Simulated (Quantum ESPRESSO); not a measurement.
# BN (F-43m) in Quantum ESPRESSO: notebook

Aim: see how the results for BN move with the level of theory and the settings. Levels: LDA, PBE. Tasks: band structure.

Everything below comes from runs of Quantum ESPRESSO 7.5. Logs are shortened: lines on timing, memory, paths and dates and some standing lists are left out, and cuts for length are marked.

**Experimental background.**

From a printed reference work, monograph, for a bulk crystal of BN at 300 K: band gap 6.4 eV (indirect).

How close the calculation comes is told below.

## 1. The structure

The structure is cubic, space group F-43m (No. 216). Conventional cell: a = 3.626 Å, b = 3.626 Å, c = 3.626 Å, α = 90.00°, β = 90.00°, γ = 90.00°. N (site symmetry -43m) is surrounded by 4 B at 1.57 Å. B (site symmetry -43m) is surrounded by 4 N at 1.57 Å.

The cell is a database's computed one.

## 2. Band structure, LDA

pw.in reads:

```
&CONTROL
  calculation = 'scf'
  prefix = 'pwscf'
  outdir = './tmp'
  pseudo_dir = './pseudo'
  tprnfor = .true.
  tstress = .true.
  disk_io = 'low'
/
&SYSTEM
  ibrav = 0
  nat = 2
  ntyp = 2
  ecutwfc = 45
  ecutrho = 360
  nbnd = 9
  occupations = 'smearing'
  smearing = 'fd'
  degauss = 0.00367493
/
&ELECTRONS
  conv_thr = 4d-10
  electron_maxstep = 120
  mixing_beta = 0.5
/
ATOMIC_SPECIES
N     14.0070 n_lda_v1.2.uspp.F.UPF
B     10.8100 b_lda_v1.4.uspp.F.UPF
CELL_PARAMETERS bohr
   0.0000000000    3.4260753537    3.4260753537
   3.4260753537    0.0000000000    3.4260753537
   3.4260753537    3.4260753537    0.0000000000
ATOMIC_POSITIONS bohr
N      1.7130376768    1.7130376768    1.7130376768
B      0.0000000000    0.0000000000    0.0000000000
K_POINTS automatic
13 13 13 0 0 0
```

bands.in reads:

```
&CONTROL
  calculation = 'bands'
  prefix = 'pwscf'
  outdir = './tmp'
  pseudo_dir = './pseudo'
  disk_io = 'low'
  verbosity = 'high'
/
&SYSTEM
  ibrav = 0
  nat = 2
  ntyp = 2
  ecutwfc = 45
  ecutrho = 360
  nbnd = 9
  occupations = 'smearing'
  smearing = 'fd'
  degauss = 0.00367493
/
&ELECTRONS
  conv_thr = 1d-08
  electron_maxstep = 120
  mixing_beta = 0.5
  diago_full_acc = .true.
/
ATOMIC_SPECIES
N     14.0070 n_lda_v1.2.uspp.F.UPF
B     10.8100 b_lda_v1.4.uspp.F.UPF
CELL_PARAMETERS bohr
   0.0000000000    3.4260753537    3.4260753537
   3.4260753537    0.0000000000    3.4260753537
   3.4260753537    3.4260753537    0.0000000000
ATOMIC_POSITIONS bohr
N      1.7130376768    1.7130376768    1.7130376768
B      0.0000000000    0.0000000000    0.0000000000
K_POINTS crystal
60
 0.0000000000  0.0000000000  0.0000000000 1
 0.0625000000  0.0000000000  0.0625000000 1
 0.1250000000  0.0000000000  0.1250000000 1
 0.1875000000  0.0000000000  0.1875000000 1
 0.2500000000  0.0000000000  0.2500000000 1
 0.3125000000  0.0000000000  0.3125000000 1
 0.3750000000  0.0000000000  0.3750000000 1
 0.4375000000  0.0000000000  0.4375000000 1
 0.5000000000  0.0000000000  0.5000000000 1
 0.5000000000  0.0625000000  0.5625000000 1
 0.5000000000  0.1250000000  0.6250000000 1
 0.5000000000  0.1875000000  0.6875000000 1
 0.5000000000  0.2500000000  0.7500000000 1
 0.4375000000  0.3125000000  0.7500000000 1
 0.3750000000  0.3750000000  0.7500000000 1
 0.3375000000  0.3375000000  0.6750000000 1
 0.3000000000  0.3000000000  0.6000000000 1
 0.2625000000  0.2625000000  0.5250000000 1
 0.2250000000  0.2250000000  0.4500000000 1
 0.1875000000  0.1875000000  0.3750000000 1
 0.1500000000  0.1500000000  0.3000000000 1
 0.1125000000  0.1125000000  0.2250000000 1
 0.0750000000  0.0750000000  0.1500000000 1
 0.0375000000  0.0375000000  0.0750000000 1
 0.0000000000  0.0000000000  0.0000000000 1
 0.0625000000  0.0625000000  0.0625000000 1
 0.1250000000  0.1250000000  0.1250000000 1
 0.1875000000  0.1875000000  0.1875000000 1
 0.2500000000  0.2500000000  0.2500000000 1
 0.3125000000  0.3125000000  0.3125000000 1
 0.3750000000  0.3750000000  0.3750000000 1
 0.4375000000  0.4375000000  0.4375000000 1
 0.5000000000  0.5000000000  0.5000000000 1
 0.5250000000  0.4500000000  0.5250000000 1
 0.5500000000  0.4000000000  0.5500000000 1
 0.5750000000  0.3500000000  0.5750000000 1
 0.6000000000  0.3000000000  0.6000000000 1
 0.6250000000  0.2500000000  0.6250000000 1
 0.5833333333  0.2500000000  0.6666666667 1
 0.5416666667  0.2500000000  0.7083333333 1
 0.5000000000  0.2500000000  0.7500000000 1
 0.5000000000  0.2857142857  0.7142857143 1
 0.5000000000  0.3214285714  0.6785714286 1
 0.5000000000  0.3571428571  0.6428571429 1
 0.5000000000  0.3928571429  0.6071428571 1
 0.5000000000  0.4285714286  0.5714285714 1
 0.5000000000  0.4642857143  0.5357142857 1
 0.5000000000  0.5000000000  0.5000000000 1
 0.4821428571  0.4821428571  0.5357142857 1
 0.4642857143  0.4642857143  0.5714285714 1
 0.4464285714  0.4464285714  0.6071428571 1
 0.4285714286  0.4285714286  0.6428571429 1
 0.4107142857  0.4107142857  0.6785714286 1
 0.3928571429  0.3928571429  0.7142857143 1
 0.3750000000  0.3750000000  0.7500000000 1
 0.6250000000  0.2500000000  0.6250000000 1
 0.5937500000  0.1875000000  0.5937500000 1
 0.5625000000  0.1250000000  0.5625000000 1
 0.5312500000  0.0625000000  0.5312500000 1
 0.5000000000  0.0000000000  0.5000000000 1
```

Potentials or basis: GBRV 1.5 LDA.

The run is started by

```
> OMP_NUM_THREADS=1 pw.x -in pw.in > pw.out
> OMP_NUM_THREADS=1 pw.x -in bands.in > bands.out
```

pw.out:

```text
This program is part of the open-source Quantum ESPRESSO suite
     for quantum simulation of materials; please cite
         "P. Giannozzi et al., J. Phys.:Condens. Matter 21 395502 (2009);
         "P. Giannozzi et al., J. Phys.:Condens. Matter 29 465901 (2017);
         "P. Giannozzi et al., J. Chem. Phys. 152 154105 (2020);
     in publications or presentations arising from this work. More details at

     Message from routine setup:
     using ibrav=0 with symmetry is DISCOURAGED, use correct ibrav instead

     G-vector sticks info
     --------------------
     sticks:   dense  smooth     PW     G-vecs:    dense   smooth      PW
     Sum         583     295     97                 9377     3287     645

     Using Slab Decomposition

     bravais-lattice index     =            0
     lattice parameter (alat)  =       4.8452  a.u.
     unit-cell volume          =      80.4305 (a.u.)^3
     number of atoms/cell      =            2
     number of atomic types    =            2
     number of electrons       =         8.00
     number of Kohn-Sham states=            9
     kinetic-energy cutoff     =      45.0000  Ry
     charge density cutoff     =     360.0000  Ry
     scf convergence threshold =      4.0E-10
     mixing beta               =       0.5000
     number of iterations used =            8  plain     mixing
     Exchange-correlation=  SLA  PZ   NOGX NOGC
                           (   1   1   0   0   0   0   0)

     celldm(1)=   4.845202  celldm(2)=   0.000000  celldm(3)=   0.000000
     celldm(4)=   0.000000  celldm(5)=   0.000000  celldm(6)=   0.000000

     crystal axes: (cart. coord. in units of alat)
               a(1) = (   0.000000   0.707107   0.707107 )
               a(2) = (   0.707107   0.000000   0.707107 )
               a(3) = (   0.707107   0.707107   0.000000 )

     reciprocal axes: (cart. coord. in units 2 pi/alat)
               b(1) = ( -0.707107  0.707107  0.707107 )
               b(2) = (  0.707107 -0.707107  0.707107 )
               b(3) = (  0.707107  0.707107 -0.707107 )

     PseudoPot. # 1 for N  read from file:
     n_lda_v1.2.uspp.F.UPF
     Pseudo is Ultrasoft + core correction, Zval =  5.0
     Generated by new atomic code, or converted to UPF format
     Using radial grid of  729 points,  4 beta functions with:
                l(1) =   0
                l(2) =   0
                l(3) =   1
                l(4) =   1
     Q(r) pseudized with  8 coefficients,  rinner =    0.900   0.900   0.900

     PseudoPot. # 2 for B  read from file:
     b_lda_v1.4.uspp.F.UPF
     Pseudo is Ultrasoft + core correction, Zval =  3.0
     Generated by new atomic code, or converted to UPF format
     Using radial grid of  781 points,  4 beta functions with:
                l(1) =   0
                l(2) =   0
                l(3) =   1
                l(4) =   1
     Q(r) pseudized with  8 coefficients,  rinner =    1.100   1.100   1.100

     atomic species   valence    mass     pseudopotential
     N                 5.00    14.00700     N ( 1.00)
     B                 3.00    10.81000     B ( 1.00)

     24 Sym. Ops. (no inversion) found

   Cartesian axes

     site n.     atom                  positions (alat units)
         1        N      tau(   1) = (   0.3535534   0.3535534   0.3535534  )
         2        B      tau(   2) = (   0.0000000   0.0000000   0.0000000  )

     number of k points=    84  Fermi-Dirac smearing, width (Ry)=  0.0037
                       cart. coord. in units 2pi/alat
        k(    1) = (   0.0000000   0.0000000   0.0000000), wk =   0.0009103
        k(    2) = (   0.0543928   0.0543928  -0.0543928), wk =   0.0072827
        k(    3) = (   0.1087857   0.1087857  -0.1087857), wk =   0.0072827
        k(    4) = (   0.1631785   0.1631785  -0.1631785), wk =   0.0072827
        k(    5) = (   0.2175713   0.2175713  -0.2175713), wk =   0.0072827
        k(    6) = (   0.2719641   0.2719641  -0.2719641), wk =   0.0072827
[... 76 lines left out ...]
        k(   83) = (   0.0000000  -0.4351426   0.6527140), wk =   0.0218480
        k(   84) = (  -0.0543928  -0.3807498   0.7071068), wk =   0.0218480

     Dense  grid:     9377 G-vectors     FFT dimensions: (  30,  30,  30)

     Smooth grid:     3287 G-vectors     FFT dimensions: (  24,  24,  24)

     Initial potential from superposition of free atoms

     starting charge       7.9998, renormalised to       8.0000
     Starting wfcs are    8 randomized atomic wfcs +    1 random wfcs

     Self-consistent Calculation

     iteration #  1     ecut=    45.00 Ry     beta= 0.50
     Davidson diagonalization with overlap
     ethr =  1.00E-02,  avg # of iterations =  4.3

     total energy              =     -26.69927117 Ry
     estimated scf accuracy    <       0.22225350 Ry

     iteration #  2     ecut=    45.00 Ry     beta= 0.50
     Davidson diagonalization with overlap
     ethr =  2.78E-03,  avg # of iterations =  1.2

     total energy              =     -26.74000768 Ry
     estimated scf accuracy    <       0.02438004 Ry

     iteration #  3     ecut=    45.00 Ry     beta= 0.50
     Davidson diagonalization with overlap
     ethr =  3.05E-04,  avg # of iterations =  1.1

     total energy              =     -26.74212793 Ry
     estimated scf accuracy    <       0.00306388 Ry

     iteration #  4     ecut=    45.00 Ry     beta= 0.50
     Davidson diagonalization with overlap
     ethr =  3.83E-05,  avg # of iterations =  1.2

     total energy              =     -26.74232897 Ry
     estimated scf accuracy    <       0.00004373 Ry

     iteration #  5     ecut=    45.00 Ry     beta= 0.50
     Davidson diagonalization with overlap
     ethr =  5.47E-07,  avg # of iterations =  2.8

     total energy              =     -26.74234105 Ry
     estimated scf accuracy    <       0.00000213 Ry

     iteration #  6     ecut=    45.00 Ry     beta= 0.50
     Davidson diagonalization with overlap
     ethr =  2.66E-08,  avg # of iterations =  2.1

     total energy              =     -26.74234173 Ry
     estimated scf accuracy    <       0.00000006 Ry

     iteration #  7     ecut=    45.00 Ry     beta= 0.50
     Davidson diagonalization with overlap
     ethr =  6.95E-10,  avg # of iterations =  2.7

     total energy              =     -26.74234175 Ry
     estimated scf accuracy    <          3.4E-09 Ry

     iteration #  8     ecut=    45.00 Ry     beta= 0.50
     Davidson diagonalization with overlap
     ethr =  4.29E-11,  avg # of iterations =  1.3

     End of self-consistent calculation

          k = 0.0000 0.0000 0.0000 (   411 PWs)   bands (ev):

    -9.1915  10.7763  10.7763  10.7763  19.4317  19.4317  19.4317  21.0794
    35.0979

          k = 0.0544 0.0544-0.0544 (   405 PWs)   bands (ev):

    -9.0480  10.0002  10.6213  10.6213  19.6246  19.6654  19.6654  21.5419
    34.9003

          k = 0.1088 0.1088-0.1088 (   402 PWs)   bands (ev):

    -8.6218   8.1588  10.2340  10.2340  19.9413  20.2288  20.2288  22.6742
    34.3863

          k = 0.1632 0.1632-0.1632 (   404 PWs)   bands (ev):

    -7.9282   5.9259   9.7663   9.7663  20.2518  20.8181  20.8181  23.8795
    33.8511

          k = 0.2176 0.2176-0.2176 (   407 PWs)   bands (ev):

    -7.0051   3.6838   9.3408   9.3408  20.5357  21.1849  21.1849  24.8073
    33.5648

          k = 0.2720 0.2720-0.2720 (   413 PWs)   bands (ev):

    -5.9549   1.6935   9.0289   9.0289  20.7510  21.3027  21.3027  25.3920
    33.5701

          k = 0.3264 0.3264-0.3264 (   410 PWs)   bands (ev):

    -5.0932   0.3462   8.8660   8.8660  20.8648  21.3052  21.3052  25.6700
    33.7037

          k = 0.1088-0.0000 0.0000 (   407 PWs)   bands (ev):

    -9.0003  10.2809  10.3035  10.3035  19.1376  20.0593  20.0593  21.6102
    33.6415

          k = 0.1632 0.0544-0.0544 (   401 PWs)   bands (ev):

    -8.6685   8.7821   9.8096  10.2181  19.1673  20.5942  20.7522  22.4088
    32.0559

          k = 0.2176 0.1088-0.1088 (   401 PWs)   bands (ev):

    -8.0638   6.6957   9.3021   9.8620  19.5816  20.9997  21.4421  23.4601
    31.3306

          k = 0.2720 0.1632-0.1632 (   409 PWs)   bands (ev):

    -7.2149   4.4759   8.8932   9.3832  20.0454  21.3096  21.8677  24.3511
    31.5525

          k = 0.3264 0.2176-0.2176 (   409 PWs)   bands (ev):

    -6.1948   2.4048   8.6427   8.9149  20.3823  21.4616  21.9605  25.1179
    32.2758

          k = 0.3807 0.2720-0.2720 (   411 PWs)   bands (ev):

    -5.2202   0.8014   8.5409   8.5746  20.6157  21.4895  21.8428  25.6967
    32.8580

          k =-0.2720-0.3807 0.3807 (   407 PWs)   bands (ev):

    -4.8705   0.2917   8.3111   8.6897  20.8399  21.4425  21.6634  25.8936
    33.1224
[... 303 lines left out ...]
    -5.6760   3.8619   5.7968   7.7510  19.3083  22.4299  23.6195  25.3906
    30.1455

          k =-0.2176-0.4351 0.6527 (   410 PWs)   bands (ev):

    -4.7554   2.7088   5.2454   7.1200  19.8492  22.2434  24.3454  26.2095
    29.8926

          k =-0.1632-0.3807 0.5983 (   413 PWs)   bands (ev):

    -4.0513   1.7693   5.1296   6.6908  20.0561  22.2153  25.3330  26.6532
    28.9925

          k =-0.1632-0.4895 0.7071 (   410 PWs)   bands (ev):

    -4.4411   3.0735   5.1175   6.1099  18.5165  22.4561  24.4596  27.1908
    29.9464

          k =-0.1088-0.4351 0.6527 (   411 PWs)   bands (ev):

    -3.7563   2.5711   4.4472   5.6644  19.2581  23.2063  24.4697  27.2758
    29.2781

          k =-0.0544-0.3807 0.5983 (   409 PWs)   bands (ev):

    -3.5590   2.4494   3.9642   5.8182  19.8174  23.1632  25.4424  26.5270
    28.7752

          k = 0.0000-0.3264 0.5439 (   409 PWs)   bands (ev):

    -3.9902   2.6315   4.1575   6.3740  20.1558  22.5037  24.9109  27.1153
    28.7680

          k =-0.0544-0.4895 0.7071 (   411 PWs)   bands (ev):

    -3.5138   2.6314   4.7693   4.9484  18.0591  22.2856  25.7042  27.6294
    29.9823

          k = 0.0000-0.4351 0.6527 (   411 PWs)   bands (ev):

    -3.3365   2.9258   3.6689   5.1684  19.0488  23.5295  24.9748  26.7738
    29.5928

          k =-0.0544-0.3807 0.7071 (   404 PWs)   bands (ev):

    -3.3514   3.0302   3.8608   4.7332  20.0451  23.5980  24.7398  26.0704
    29.5014

     the Fermi energy is    12.9532 ev

!    total energy              =     -26.74234175 Ry
     estimated scf accuracy    <          1.7E-11 Ry
     smearing contrib. (-TS)   =       0.00000000 Ry
     internal energy E=F+TS    =     -26.74234175 Ry

     The total energy is F=E-TS. E is the sum of the following terms:
     one-electron contribution =       4.40698670 Ry
     hartree contribution      =       3.59154104 Ry
     xc contribution           =      -8.48000669 Ry
     ewald contribution        =     -26.26086280 Ry

     convergence has been achieved in   8 iterations

     Forces acting on atoms (cartesian axes, Ry/au):

     atom    1 type  1   force =     0.00000000    0.00000000    0.00000000
     atom    2 type  2   force =    -0.00000000   -0.00000000    0.00000000

     Total force =     0.000000     Total SCF correction =     0.000000

     Computing stress (Cartesian axis) and pressure

          total   stress  (Ry/bohr**3)                   (kbar)     P=     -129.49
  -0.00088027   0.00000000  -0.00000000         -129.49        0.00       -0.00
   0.00000000  -0.00088027  -0.00000000            0.00     -129.49       -0.00
  -0.00000000  -0.00000000  -0.00088027           -0.00       -0.00     -129.49

=------------------------------------------------------------------------------=
   JOB DONE.
=------------------------------------------------------------------------------=
```

It took 4.5 s on 1 thread of Intel Xeon 6985P-C at 2.30GHz (Granite Rapids), shared host; peak memory 0.09 GiB.

What came out:

| Item | Value |
| --- | --- |
| Free energy | -363.8481 eV |
| Pressure | -12.9 GPa |
| Band gap on the k mesh | 4.41 eV, indirect (least direct gap 8.66 eV) |
| Band gap along the path | 4.34 eV, indirect (least direct gap 8.66 eV) |

Levels at the corners of the path, in eV from the valence-band top:
```csv
point,band 1,band 2,band 3,band 4,band 5,band 6,band 7,band 8,band 9
Γ,-19.97,0.00,0.00,0.00,8.66,8.66,8.66,10.30,24.32
X,-14.36,-8.83,-4.88,-4.88,4.34,9.10,17.59,17.59,20.36
W,-14.04,-7.47,-6.97,-6.51,9.39,13.14,14.20,14.53,18.91
K,-14.27,-8.03,-7.66,-4.06,6.77,12.69,15.55,16.42,18.34
Γ,-19.97,0.00,0.00,0.00,8.66,8.66,8.66,10.30,24.32
L,-15.73,-10.63,-1.93,-1.93,10.10,10.53,10.53,14.93,22.95
U,-14.27,-8.03,-7.66,-4.06,6.77,12.69,15.55,16.42,18.34
W,-14.04,-7.47,-6.97,-6.51,9.39,13.14,14.20,14.53,18.91
L,-15.73,-10.63,-1.93,-1.93,10.10,10.53,10.53,14.93,22.95
K,-14.27,-8.03,-7.66,-4.06,6.77,12.69,15.55,16.42,18.34
U,-14.27,-8.03,-7.66,-4.06,6.77,12.69,15.55,16.42,18.34
X,-14.36,-8.83,-4.88,-4.88,4.34,9.10,17.59,17.59,20.36
```

## 3. Band structure, PBE

pw.in reads:

```
&CONTROL
  calculation = 'scf'
  prefix = 'pwscf'
  outdir = './tmp'
  pseudo_dir = './pseudo'
  tprnfor = .true.
  tstress = .true.
  disk_io = 'low'
/
&SYSTEM
  ibrav = 0
  nat = 2
  ntyp = 2
  ecutwfc = 70
  nbnd = 9
  occupations = 'smearing'
  smearing = 'fd'
  degauss = 0.00367493
/
&ELECTRONS
  conv_thr = 4d-10
  electron_maxstep = 120
  mixing_beta = 0.5
/
ATOMIC_SPECIES
N     14.0070 N_ONCV_PBE-1.2.upf
B     10.8100 B_ONCV_PBE-1.2.upf
CELL_PARAMETERS angstrom
   0.0000000000    1.8130010000    1.8130010000
   1.8130010000    0.0000000000    1.8130010000
   1.8130010000    1.8130010000    0.0000000000
ATOMIC_POSITIONS crystal
N      0.2500000000    0.2500000000    0.2500000000
B      0.0000000000    0.0000000000    0.0000000000
K_POINTS automatic
13 13 13 0 0 0
```

bands.in: that of step 2 with these lines changed.

```diff
@@ -12,4 +12,3 @@
   ntyp = 2
-  ecutwfc = 45
-  ecutrho = 360
+  ecutwfc = 70
   nbnd = 9
@@ -26,10 +25,10 @@
 ATOMIC_SPECIES
-N     14.0070 n_lda_v1.2.uspp.F.UPF
-B     10.8100 b_lda_v1.4.uspp.F.UPF
-CELL_PARAMETERS bohr
-   0.0000000000    3.4260753537    3.4260753537
-   3.4260753537    0.0000000000    3.4260753537
-   3.4260753537    3.4260753537    0.0000000000
-ATOMIC_POSITIONS bohr
-N      1.7130376768    1.7130376768    1.7130376768
+N     14.0070 N_ONCV_PBE-1.2.upf
+B     10.8100 B_ONCV_PBE-1.2.upf
+CELL_PARAMETERS angstrom
+   0.0000000000    1.8130010000    1.8130010000
+   1.8130010000    0.0000000000    1.8130010000
+   1.8130010000    1.8130010000    0.0000000000
+ATOMIC_POSITIONS crystal
+N      0.2500000000    0.2500000000    0.2500000000
 B      0.0000000000    0.0000000000    0.0000000000
```

Potentials or basis: SG15 PBE 1.2.

The run is started by

```
> OMP_NUM_THREADS=1 pw.x -in pw.in > pw.out
> OMP_NUM_THREADS=1 pw.x -in bands.in > bands.out
```

Run time: 4.9 s. Hardware: 1 thread of Intel Xeon 6985P-C at 2.30GHz (Granite Rapids), shared host; peak memory 0.09 GiB.

Results (log left out):

| Quantity | Value |
| --- | --- |
| Free energy | -350.3327 eV |
| Band gap on the k mesh | 4.60 eV, indirect (least direct gap 8.76 eV) |
| Band gap along the path | 4.53 eV, indirect (least direct gap 8.76 eV) |

Levels at the corners of the path, in eV from the valence-band top:
| point | band 2 | band 3 | band 4 | band 5 | band 6 | band 7 |
| --- | --- | --- | --- | --- | --- | --- |
| Γ | 0.00 | 0.00 | 0.00 | 8.76 | 8.76 | 8.76 |
| X | -8.84 | -4.88 | -4.88 | 4.53 | 9.28 | 17.70 |
| W | -7.54 | -6.89 | -6.45 | 9.62 | 13.19 | 14.50 |
| K | -8.07 | -7.59 | -4.06 | 6.96 | 12.84 | 15.66 |
| Γ | 0.00 | 0.00 | 0.00 | 8.76 | 8.76 | 8.76 |
| L | -10.60 | -1.94 | -1.94 | 10.08 | 10.68 | 10.68 |
| U | -8.07 | -7.59 | -4.06 | 6.96 | 12.84 | 15.66 |
| W | -7.54 | -6.89 | -6.45 | 9.62 | 13.19 | 14.50 |
| L | -10.60 | -1.94 | -1.94 | 10.08 | 10.68 | 10.68 |
| K | -8.07 | -7.59 | -4.06 | 6.96 | 12.84 | 15.66 |
| U | -8.07 | -7.59 | -4.06 | 6.96 | 12.84 | 15.66 |
| X | -8.84 | -4.88 | -4.88 | 4.53 | 9.28 | 17.70 |

Caveat: the cutoff is too short for stress, so the log's stress isn't used.

## 4. Comparison with measurements

Step 2. Against the measured gap of BN, 6.4 eV (indirect; 300 K; a printed reference work, monograph), the calculated 4.34 eV is off by -2.06 eV. The value is that of LDA, without temperature or zero-point motion. Semilocal functionals fall short of measured gaps as a rule. The cell is a database's relaxed one, not the measured one, which moves gaps too.

Step 3. A measured gap of BN is 6.4 eV (indirect; 300 K; a printed reference work, monograph); the calculated 4.53 eV misses it by -1.87 eV. The value is that of PBE, without temperature or zero-point motion. Semilocal functionals fall short of measured gaps as a rule. The cell is a database's relaxed one, not the measured one, which moves gaps too.
